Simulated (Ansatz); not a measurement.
HfSiO4 (F-43m) at 4 levels of theory

One geometry, relaxed with PBE; plane waves with PAW potentials in Ansatz, scalar-relativistic. No spin polarisation. Gaps are the least over mesh and band path; pressure is positive in compression, and isn't given for hybrids.

Space group F-43m (No. 216). a = 8.256 Å, b = 8.256 Å, c = 8.256 Å, α = 90.00°, β = 90.00°, γ = 90.00°
```csv
atom,site,symmetry,x,y,z
Hf,4a,-43m,0.0000,0.0000,0.0000
Si,4c,-43m,0.2500,0.2500,0.2500
O,16e,.3m,0.1358,0.1358,0.1358
```

```
 level  cutoff (eV)  k mesh  gap (eV)  pressure (GPa)
   PBE          420   6×6×6      4.76             0.0
r2SCAN          500   6×6×6      5.33            -2.4
 HSE06          420   4×4×4      6.27               -
PBEsol          420   6×6×6      4.87            -1.9
```

Spin-orbit coupling matters for the bands of heavy elements and is left out.

It was reached by relaxing an invented guess, and it needn't be the stable form of this composition.
